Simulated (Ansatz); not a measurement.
# CuO (Tenorite) (C2/c) in Ansatz: further runs

Aim: see how the results for CuO (Tenorite) move with the level of theory and the settings. Levels: revPBE+D3(BJ), PBE. Tasks: relaxation of cell and atoms, single point.

Everything below comes from runs of Ansatz 0.2.0. Logs are shortened: lines on timing, memory, paths and dates and some standing lists are left out, and cuts for length are marked.

### 1 The structure

Symmetry: C2/c, No. 15, monoclinic system. The conventional cell has a = 4.684 Å, b = 3.423 Å, c = 5.129 Å, α = 90.00°, β = 99.54°, γ = 90.00°. Cu (site symmetry -1) has 4 O at 1.95 to 1.96 Å as nearest neighbours. Around O (site symmetry 2) lie 4 Cu at 1.95 to 1.96 Å.

### 2 Relaxation of cell and atoms, revPBE+D3(BJ)

input.yaml reads:

```yaml
crystal:
  lattice:
    - [2.34185, -1.7113, 0.0]
    - [2.34185, 1.7113, 0.0]
    - [-0.8500274268, 0.0, 5.0578693947]
  atoms:
    - { symbol: Cu, position: [0.5, 0.0, 0.5] }
    - { symbol: Cu, position: [0.0, 0.5, 0.0] }
    - { symbol: O, position: [0.4184, 0.5816, 0.75] }
    - { symbol: O, position: [0.5816, 0.4184, 0.25] }
hamiltonian:
  xc: revpbe
  pseudopotentials: { kind: paw }
  dispersion: d3bj
kpoints:
  mp_grid: { grid: [10, 10, 5] }
scf:
  occupations: { method: fermi_dirac, width: 0.05 }
output:
  forces: true
  stress: true
  write_density: true
  write_potential: true
  elf: true
  volumetric_format: npy
relax:
  f_tol: 0.01
  max_steps: 40
  cell: { stress_tol: 0.05 }
```

Potentials or basis: Ansatz PAW.

Run with:

```bash
$ ansatz run input.yaml --threads 2 --pin off --max-ram 5120MiB --backend cpu --events-out ev --progress --plain --runs-dir out
```

The log of the run:

```text
Warning: RAYON_NUM_THREADS=2 ignored (pool sized by the plan → 2); use --threads N
Engine: ansatz 0.2.0, x86_64-unknown-linux-gnu
Pseudopotentials: kind: paw
Pseudopotential: Cu, paw, valence charge 19, recommended cutoff 420 eV (normal), Cu.paw.azcp
Pseudopotential: O, paw, valence charge 6, recommended cutoff 420 eV (normal), O.paw.azcp
Functional definition: revPBE
  parameter kappa = 1.245
  parameter beta = 0.06672455060314922
  exchange = pbe_x(kappa = kappa, mu = beta*pi^2/3)
  correlation = pbe_c(beta = beta)
Crystal: 4 atoms, lattice volume = 40.540 Å³
Basis set: ecut = 420 eV, 787 PW (Γ), exchange–correlation on 40×40×72 points (8 copies of the dense FFT grid, shifted against one another)
Bands: 30, of which v1, the nominal top of the filled ones, is band 25 counted from 1 (24 counted from 0)
Symmetry: 4 space group operations
Space group: C2/c (ITA 15), of the structure as read, at distance tolerance 3.4e-5 Å
k-points: 141 of 500
Non-local potential: Cu, projectors of the file, l = 0: 3, l = 1: 2, l = 2: 3, l = 3: 1
Non-local potential: O, projectors of the file, l = 0: 2, l = 1: 2, l = 2: 1
PAW form: soft (Blöchl's): semilocal exchange-correlation on the pseudo side does not see the compensation charge
PAW frozen core: Cu, regenerated for the run's functional, and the local potential with it (the file was generated under x = pbe(κ = 0.804, μ = 0.2195149727645171), c = pbe(β = 0.06672455060314922))
PAW frozen core: O, regenerated for the run's functional, and the local potential with it (the file was generated under x = pbe(κ = 0.804, μ = 0.2195149727645171), c = pbe(β = 0.06672455060314922))
PAW one-centre angular grid: Cu, 590 points (default); XC on 64 Gauss nodes
PAW one-centre angular grid: O, 110 points (default); XC on 64 Gauss nodes
Initial density: superposition of atomic densities (neutral atoms: chi_scale 0, normalization atom), corrected by the library's trained network
Initial wavefunctions: pseudopotential atomic-orbital guess
Functional: x = revpbe(κ = 1.245, μ = 0.2195149727645171), c = pbe(β = 0.06672455060314922)
SCF iter   1: F=—  HF=-14394.442279 eV  |F-HF|=—  |Δ(HF+E_count)|=         —  Δρ=7.43e-3  dr2=9.37e-3  ethr=1.77e-3  ⟨swp⟩=5.8  Hψ=14770  notcnv=0
preconditioner: auto → Kerker (q_TF=auto, 2.825 Å⁻¹)  [metal: Δε(μ)=0.009 eV  Ē_g=11.333 eV  σ=0.050 eV  W_gap=0.05  n_scr=20 (ndim 8)  ℏωp=34.0 eV  f_vac=0.000  D(μ)=2.37/eV (n_scr^D=26)]
SCF iter   2: F=—  HF=-14394.440363 eV  |F-HF|=—  |Δ(HF+E_count)|=   1.92e-3  Δρ=2.66e-3  dr2=1.37e-3  ethr=1.87e-5  ⟨swp⟩=2.0  Hψ=8043  notcnv=0
SCF iter   3: F=—  HF=-14394.440168 eV  |F-HF|=—  |Δ(HF+E_count)|=   1.95e-4  Δρ=1.33e-3  dr2=5.18e-4  ethr=2.73e-6  ⟨swp⟩=2.0  Hψ=6422  notcnv=0
SCF iter   4: F=—  HF=-14394.440083 eV  |F-HF|=—  |Δ(HF+E_count)|=   8.46e-5  Δρ=3.58e-4  dr2=6.05e-5  ethr=1.04e-6  ⟨swp⟩=2.4  Hψ=6669  notcnv=0
SCF iter   5: F=—  HF=-14394.440106 eV  |F-HF|=—  |Δ(HF+E_count)|=   2.29e-5  Δρ=1.28e-4  dr2=5.40e-6  ethr=1.21e-7  ⟨swp⟩=2.5  Hψ=6778  notcnv=0
SCF iter   6: F=—  HF=-14394.440109 eV  |F-HF|=—  |Δ(HF+E_count)|=   2.38e-6  Δρ=2.51e-5  dr2=2.10e-7  ethr=1.08e-8  ⟨swp⟩=2.0  Hψ=6337  notcnv=0
SCF iter   7: F=-14394.440109 eV  HF=-14394.440109 eV  |F-HF|=2.12e-8  |Δ(HF+E_count)|=   2.79e-7  Δρ=1.36e-5  dr2=6.80e-8  ethr=2.00e-10  ⟨swp⟩=7.2  Hψ=25332  notcnv=0
SCF 1 converged in 7 iterations: F = -14394.440109 eV  dr2 = 6.80e-8
relax step   1: F+E_penalty+E_count = -14394.44010883 eV  Δ(F+E_penalty+E_count) = +0.000e0 eV  max|allowed force component| = 2.142e-1 eV/Å  Δτ_max = 0.0000 Å  P = +0.895 GPa  Ω = 40.540 Å³  (7 SCF iters, dr2 threshold 1.00e-7 eV, accepted)
Crystal: 4 atoms, lattice volume = 40.920 Å³
Basis set: ecut = 420 eV, 799 PW (Γ), exchange–correlation on 40×40×72 points (8 copies of the dense FFT grid, shifted against one another)
Initial density: handed on by an earlier stage of this run
Initial wavefunctions: those handed on with the density
iter 1 solved again at ethr=9.23e-7 eV; its pass at ethr=3.10e-3 eV (dr2=4.61e-4 eV) is discarded
SCF iter   1: F=—  HF=-14394.448401 eV  |F-HF|=—  |Δ(HF+E_count)|=         —  Δρ=2.04e-3  dr2=4.84e-4  ethr=9.23e-7  ⟨swp⟩=2.3  Hψ=22452  notcnv=0
preconditioner: auto → Kerker (q_TF=auto, 2.821 Å⁻¹)  [metal: Δε(μ)=0.006 eV  Ē_g=11.264 eV  σ=0.050 eV  W_gap=0.03  n_scr=20 (ndim 8)  ℏωp=33.8 eV  f_vac=0.001  D(μ)=2.40/eV (n_scr^D=26)]
SCF iter   2: F=—  HF=-14394.448384 eV  |F-HF|=—  |Δ(HF+E_count)|=   1.75e-5  Δρ=1.05e-3  dr2=1.36e-4  ethr=9.23e-7  ⟨swp⟩=1.0  Hψ=4230  notcnv=0
SCF iter   3: F=—  HF=-14394.448454 eV  |F-HF|=—  |Δ(HF+E_count)|=   7.04e-5  Δρ=1.79e-4  dr2=1.04e-5  ethr=2.72e-7  ⟨swp⟩=2.5  Hψ=6654  notcnv=0
SCF iter   4: F=—  HF=-14394.448456 eV  |F-HF|=—  |Δ(HF+E_count)|=   1.64e-6  Δρ=1.25e-4  dr2=3.85e-6  ethr=2.09e-8  ⟨swp⟩=2.3  Hψ=6837  notcnv=0
iter 5 did not close the SCF: its close was put off for the readings that it lacked (scf_convergence_deferred on its scf_iter line)
SCF iter   5: F=-14394.448456 eV  HF=-14394.448456 eV  |F-HF|=1.18e-8  |Δ(HF+E_count)|=   1.11e-7  Δρ=3.23e-5  dr2=3.57e-7  ethr=7.71e-9  ⟨swp⟩=2.5  Hψ=6899  notcnv=0
[... 222 lines left out ...]
SCF iter   8: F=-14394.513144 eV  HF=-14394.513144 eV  |F-HF|=3.64e-12  |Δ(HF+E_count)|=  1.09e-11  Δρ=4.63e-8  dr2=6.00e-13  ethr=1.00e-12  ⟨swp⟩=5.0  Hψ=18041  notcnv=0
SCF 20 converged in 8 iterations: F = -14394.513144 eV  dr2 = 6.00e-13
relax step  20: F+E_penalty+E_count = -14394.51314443 eV  Δ(F+E_penalty+E_count) = -8.896e-4 eV  max|allowed force component| = 3.381e-3 eV/Å  Δτ_max = 0.0000 Å  P = +0.009 GPa  Ω = 43.457 Å³  stress off target by 1.33e-1 GPa  SCF on the basis re-selected at this cell (its energy is not comparable with the rows above)  (8 SCF iters)
basis re-selected at this cell: Δ(F+E_penalty+E_count) = -8.896e-4 eV, ΔP = +0.018 GPa vs the last step (what re-selecting the basis moved, of the pressure what is left beyond the Pulay correction that the steps carried, after the strain that the cell walked since its last selection, with what the two solves' SCF thresholds leave and, on support functions, any second-order correction that the steps lacked; it is no measure of the basis error at this ecutwfc). This SCF's stress stands 1.33e-1 GPa from its target on what of the cell is left free (relax.cell.stress_tol is 5.00e-2 GPa) and its largest allowed force component is 3.38e-3 eV/Å (relax.f_tol is 1.00e-2 eV/Å): not within both, so this SCF does not close the relaxation
Crystal: 4 atoms, lattice volume = 43.463 Å³
Basis set: ecut = 420 eV, 833 PW (Γ), exchange–correlation on 40×40×72 points (8 copies of the dense FFT grid, shifted against one another)
iter 1 solved again at ethr=1.43e-7 eV; its pass at ethr=3.10e-3 eV (dr2=7.14e-5 eV) is discarded
SCF iter   1: F=—  HF=-14394.513518 eV  |F-HF|=—  |Δ(HF+E_count)|=         —  Δρ=8.26e-4  dr2=7.36e-5  ethr=1.43e-7  ⟨swp⟩=2.0  Hψ=22699  notcnv=0
[... 35 lines left out ...]
SCF iter   2: F=—  HF=-14394.513505 eV  |F-HF|=—  |Δ(HF+E_count)|=   1.75e-4  Δρ=8.20e-5  dr2=1.23e-6  ethr=6.02e-8  ⟨swp⟩=2.0  Hψ=6306  notcnv=0
SCF iter   3: F=—  HF=-14394.513505 eV  |F-HF|=—  |Δ(HF+E_count)|=   2.55e-7  Δρ=3.00e-5  dr2=1.67e-7  ethr=2.47e-9  ⟨swp⟩=2.0  Hψ=6634  notcnv=0
SCF iter   4: F=—  HF=-14394.513505 eV  |F-HF|=—  |Δ(HF+E_count)|=   4.61e-8  Δρ=1.25e-5  dr2=3.35e-8  ethr=3.34e-10  ⟨swp⟩=2.0  Hψ=6506  notcnv=0
SCF iter   5: F=-14394.513505 eV  HF=-14394.513505 eV  |F-HF|=6.18e-11  |Δ(HF+E_count)|=   1.13e-8  Δρ=1.67e-6  dr2=7.58e-10  ethr=1.68e-11  ⟨swp⟩=6.9  Hψ=23566  notcnv=0
SCF 24 converged in 5 iterations: F = -14394.513505 eV  dr2 = 7.58e-10
relax step  24: F+E_penalty+E_count = -14394.51350450 eV  Δ(F+E_penalty+E_count) = -4.708e-5 eV  max|allowed force component| = 3.278e-4 eV/Å  Δτ_max = 0.0031 Å  P = +0.000 GPa  Ω = 43.479 Å³  energy of the carried Pulay correction = -1.358e-5 eV  (5 SCF iters, dr2 threshold 8.42e-9 eV, accepted)
iter 1 solved again at ethr=7.39e-8 eV; its pass at ethr=3.10e-3 eV (dr2=3.70e-5 eV) is discarded
SCF iter   1: F=—  HF=-14394.513500 eV  |F-HF|=—  |Δ(HF+E_count)|=         —  Δρ=2.05e-4  dr2=4.28e-7  ethr=7.39e-8  ⟨swp⟩=3.0  Hψ=26160  notcnv=0
SCF iter   2: F=—  HF=-14394.513560 eV  |F-HF|=—  |Δ(HF+E_count)|=   6.01e-5  Δρ=1.14e-5  dr2=3.21e-8  ethr=8.55e-10  ⟨swp⟩=2.0  Hψ=6826  notcnv=0
SCF iter   3: F=—  HF=-14394.513560 eV  |F-HF|=—  |Δ(HF+E_count)|=   8.55e-9  Δρ=1.42e-5  dr2=4.47e-8  ethr=6.42e-11  ⟨swp⟩=2.0  Hψ=7773  notcnv=0
SCF iter   4: F=—  HF=-14394.513560 eV  |F-HF|=—  |Δ(HF+E_count)|=   1.60e-8  Δρ=1.46e-6  dr2=5.54e-10  ethr=6.42e-11  ⟨swp⟩=2.0  Hψ=7484  notcnv=0
SCF iter   5: F=—  HF=-14394.513560 eV  |F-HF|=—  |Δ(HF+E_count)|=  1.13e-10  Δρ=4.53e-7  dr2=5.47e-11  ethr=1.11e-12  ⟨swp⟩=2.0  Hψ=5410  notcnv=0
SCF iter   6: F=-14394.513560 eV  HF=-14394.513560 eV  |F-HF|=3.64e-12  |Δ(HF+E_count)|=  1.82e-11  Δρ=1.17e-7  dr2=3.95e-12  ethr=1.00e-12  ⟨swp⟩=5.0  Hψ=18095  notcnv=0
SCF 25 converged in 6 iterations: F = -14394.513560 eV  dr2 = 3.95e-12
relax step  25: F+E_penalty+E_count = -14394.51356007 eV  Δ(F+E_penalty+E_count) = -5.557e-5 eV  max|allowed force component| = 2.362e-4 eV/Å  Δτ_max = 0.0000 Å  P = +0.001 GPa  Ω = 43.479 Å³  stress off target by 2.76e-2 GPa  SCF on the basis re-selected at this cell (its energy is not comparable with the rows above)  (6 SCF iters)
basis re-selected at this cell: Δ(F+E_penalty+E_count) = -5.557e-5 eV, ΔP = +0.001 GPa vs the last step (what re-selecting the basis moved, of the pressure what is left beyond the Pulay correction that the steps carried, after the strain that the cell walked since its last selection, with what the two solves' SCF thresholds leave and, on support functions, any second-order correction that the steps lacked; it is no measure of the basis error at this ecutwfc). This SCF's stress stands 2.76e-2 GPa from its target on what of the cell is left free (relax.cell.stress_tol is 5.00e-2 GPa) and its largest allowed force component is 2.36e-4 eV/Å (relax.f_tol is 1.00e-2 eV/Å): within both
SCF converged after 6 iterations
Free energy (F): -14394.513560 eV
Harris-Foulkes:  -14394.513560 eV  (|F-HF|=3.64e-12)
Internal energy: -14394.492419 eV  (E = F + TS)
E sigma→0 (E₀):  -14394.502989 eV
Entropy (-TS):   -0.021141 eV (-5.285 meV/atom)
Fermi energy:    11.331714 eV
--- Per-component energies (eV) ---
  E_band       = -908.024055
  E_kinetic    = 942.972195
  E_local      = -10081.681036  (includes V_loc(G=0)·N_el)
  E_nonlocal   = 874.591932
  E_hartree    = 4368.452377
  E_xc         = -324.524409
  E_vxc        = -415.882384  (∫ρ·V_xc dr)
  E_paw        = -3647.070667  (= ΣΔE_a)
  E_vpaw       = -964.935301  (= ΣTr[D̂ρ^β])
  E_aug_tail   = 0.005578  (compensation charges beyond the density's cutoff)
  E_ewald      = -6525.068857
  E_disp       = -2.078678  (pairwise vdW)
  E_core_change = -0.090853  (= ΣΔE_core)
  E_smearing   = -0.021141  (= −TS)
  E_closure    = 0.000000  (closes the sum)
  Σ components = -14394.513560   (vs F -14394.513560, Δ=0.00e0)
--- Forces (eV/Å), atoms counted from 1 ---
  atom   1  Cu     0.00000000     0.00000000     0.00000000
  atom   2  Cu     0.00000000     0.00000000     0.00000000
  atom   3  O      0.00000000    -0.00023623     0.00000000
  atom   4  O      0.00000000     0.00023623     0.00000000
  max |Σ_I F_I| component: 0.00e0 eV/Å
--- Stress (GPa, compression-positive) ---
       -0.025127       0.000000       0.000117
        0.000000       0.027640       0.000000
        0.000117       0.000000       0.001420
  P = ⅓ Tr σ = 0.0013 GPa (0.013 kbar)
--- Band table (eV; the first three rows and the last of 141) ---
  k-point 0: bands = ["-101.5340", "-101.5337", "-58.9723", "-58.9723", "-58.9373", "-58.9314", "-58.6395", "-58.6394", "-8.7003", "-7.4036", "3.0455", "5.8183", "5.8326", "7.5251", "7.8453", "7.8473", "7.9581", "8.2537", "8.6525", "8.9016", "8.9072", "8.9362", "9.0214", "9.3409", "12.0043", "12.0218", "12.8032", "17.5142", "18.6769", "24.8913"]
  k-point 1: bands = ["-101.5340", "-101.5337", "-58.9723", "-58.9723", "-58.9368", "-58.9320", "-58.6395", "-58.6394", "-8.5959", "-7.5528", "3.4307", "5.8360", "5.8479", "7.2936", "7.6507", "7.6510", "7.7061", "7.9562", "8.8324", "8.9443", "9.0132", "9.2123", "9.2193", "9.2520", "11.8387", "11.8545", "13.3170", "16.5791", "19.9334", "25.0101"]
  k-point 2: bands = ["-101.5339", "-101.5338", "-58.9723", "-58.9723", "-58.9353", "-58.9335", "-58.6395", "-58.6394", "-8.3070", "-7.9121", "4.4708", "5.8689", "5.8737", "5.8953", "7.4271", "7.4273", "7.7990", "7.9183", "8.9276", "8.9656", "8.9918", "9.0659", "9.6851", "9.6899", "11.5116", "11.5195", "14.3439", "15.4391", "21.9066", "23.9803"]
  k-point 140: bands = ["-101.5325", "-101.5325", "-58.9854", "-58.9846", "-58.9320", "-58.9319", "-58.6499", "-58.6494", "-7.3733", "-7.2402", "5.1185", "5.1485", "5.6954", "5.7528", "5.7815", "5.8294", "8.2614", "8.5154", "8.9786", "8.9792", "9.2854", "9.2876", "9.9631", "9.9648", "10.4805", "11.3066", "14.7340", "16.0399", "21.8950", "21.9729"]
--- Relaxed structure (19 steps of the walk, 19 accepted, 6 SCFs on fresh bases) ---
  F+E_penalty+E_count = -14394.51356007 eV   max|allowed force component| = 2.362e-4 eV/Å   (the final SCF, on the basis selected at the relaxed cell)
  cell:  # Å, volume = 43.4785 Å³
    - [2.052207099944779, -2.0436168345511176, 0.1582398579159894]
    - [2.052207099944779, 2.0436168345511176, 0.1582398579159894]
    - [-0.40313247477498176, 2.099673418152252e-17, 5.152430278935903]
  atoms:
    - { symbol: Cu, position: [0.49999999999999994, -4.85722573273506e-17, 0.5] }
    - { symbol: Cu, position: [4.5102810375396984e-17, 0.5, 0.0] }
    - { symbol: O, position: [0.4996618142155502, 0.5003381857844498, 0.7499999999999999] }
    - { symbol: O, position: [0.5003381857844498, 0.4996618142155502, 0.25] }
```

Run time: 2.1 min. Hardware: 2 threads of Intel Xeon Platinum 8259CL at 2.50GHz (Skylake/Cascade Lake), shared host; peak memory 0.52 GiB.

What came out:

- Free energy: -14394.5136 eV
- Relaxed volume: 10.87 Å³/atom
- Relaxed cell: a = 2.901 Å, b = 2.901 Å, c = 5.168 Å, α = 90.05°, β = 90.05°, γ = 89.59°
- Space group after relaxing (to 0.05 Å): P4_2/mmc (No. 131)
- Energy gained by relaxing: 18.4 meV/atom
- Ionic steps: 25
- Pressure after relaxing: 0.0 GPa
- Band gap on the k mesh: none (metal or under the smearing width)

Step by step:
| step | energy change (eV) | largest force (eV/Å) | volume (Å³) |
| --- | --- | --- | --- |
| 1 | 0.0000 | 0.2142 | 40.54 |
| 2 | -0.0083 | 0.1898 | 40.92 |
| 3 | -0.0239 | 0.0894 | 41.61 |
| 4 | -0.0263 | 0.0162 | 42.10 |
| 5 | -0.0297 | 0.0012 | 42.10 |
| 6 | -0.0295 | 0.0005 | 42.20 |
| 7 | -0.0295 | 0.0002 | 42.21 |
| 8 | -0.0476 | 0.0014 | 42.21 |
| 9 | -0.0540 | 0.0035 | 42.72 |
| 10 | -0.0546 | 0.0202 | 43.19 |
| 11 | -0.0556 | 0.0018 | 43.04 |
| 12 | -0.0555 | 0.0002 | 43.07 |
| 13 | -0.0651 | 0.0007 | 43.07 |
| 14 | -0.0679 | 0.0034 | 43.28 |
| 15 | -0.0681 | 0.0010 | 43.36 |
| 16 | -0.0681 | 0.0002 | 43.37 |
| 17 | -0.0713 | 0.0009 | 43.37 |
| 18 | -0.0722 | 0.0044 | 43.45 |
| 19 | -0.0721 | 0.0030 | 43.46 |
| 20 | -0.0730 | 0.0034 | 43.46 |
| 21 | -0.0733 | 0.0018 | 43.46 |
| 22 | -0.0732 | 0.0015 | 43.47 |
| 23 | -0.0733 | 0.0014 | 43.47 |
| 24 | -0.0734 | 0.0003 | 43.48 |
| 25 | -0.0735 | 0.0002 | 43.48 |

Final structure:
```xyz
4
Lattice="2.0522 -2.0436 0.1582 2.0522 2.0436 0.1582 -0.4031 0.0000 5.1524" Properties=species:S:1:pos:R:3 pbc="T T T"
Cu    0.8245   -1.0218    2.6553
Cu    1.0261    1.0218    0.0791
O     1.7499    0.0014    4.0226
O     1.9514   -0.0014    1.4463
```

Caveat: the plane-wave basis is chosen anew once the cell has moved, so the energies of steps on either side of that aren't comparable; the pressure holds a Pulay correction of +0.6 GPa for the finite cutoff; the run has no spin polarisation, though such a crystal can be magnetic; semilocal functionals often make such compounds metallic where correlation or magnetic order opens a gap, which also shifts bond lengths; pairwise dispersion overbinds metals, which lowers pressure and volume; the PAW data sets come from PBE, with cores solved anew for the run's functional, which leaves a small shift of forces and pressure.

### 3 Single point, PBE

Changes to input.yaml since step 2:

```diff
@@ -11,7 +11,6 @@
 hamiltonian:
-  xc: revpbe
+  xc: pbe
   pseudopotentials: { kind: paw }
-  dispersion: d3bj
 kpoints:
-  mp_grid: { grid: [10, 10, 5] }
+  mp_grid: { grid: [7, 7, 4] }
 scf:
@@ -21,9 +20,2 @@
   stress: true
-  write_density: true
-  write_potential: true
-  elf: true
-  volumetric_format: npy
-relax:
-  f_tol: 0.01
-  max_steps: 40
-  cell: { stress_tol: 0.05 }
+  eigenvalues: true
```

Potentials or basis: Ansatz PAW.

Run with:

```bash
$ ansatz run input.yaml --threads 2 --pin off --max-ram 5120MiB --backend cpu --events-out ev --progress --plain --runs-dir out
```

Wall time 2.1 s (2 threads of Intel Xeon Platinum 8259CL at 2.50GHz (Skylake/Cascade Lake), shared host); peak memory 0.41 GiB.

It converged, with:

```
Free energy            : -14382.3608 eV
Pressure               : 5.8 GPa
Largest force          : 0.283 eV/Å
Band gap on the k mesh : none (metal or under the smearing width)
```

Forces in eV/Å, atoms in the order of the input:
```
Cu   0.000  0.000  0.000
Cu   0.000  0.000  0.000
O    0.000 -0.283  0.000
O    0.000  0.283  0.000
```

Stress tensor (GPa, compression positive):
```
 5.48  0.00 -1.10
 0.00  6.96  0.00
-1.10  0.00  4.81
```

Levels at points of the mesh, in eV from the Fermi level:
```
            k point  band 23  band 24  band 25  band 26  band 27  band 28
 (0.00, 0.00, 0.00)    -2.17    -1.67     0.20     0.93     1.68     5.99
(0.00, 0.00, -0.50)    -1.53    -1.53     0.23     0.23     3.89     3.89
```

Caveat: the pressure holds a Pulay correction of +0.7 GPa for the finite cutoff; the run has no spin polarisation, though such a crystal can be magnetic; semilocal functionals often make such compounds metallic where correlation or magnetic order opens a gap, which also shifts bond lengths.
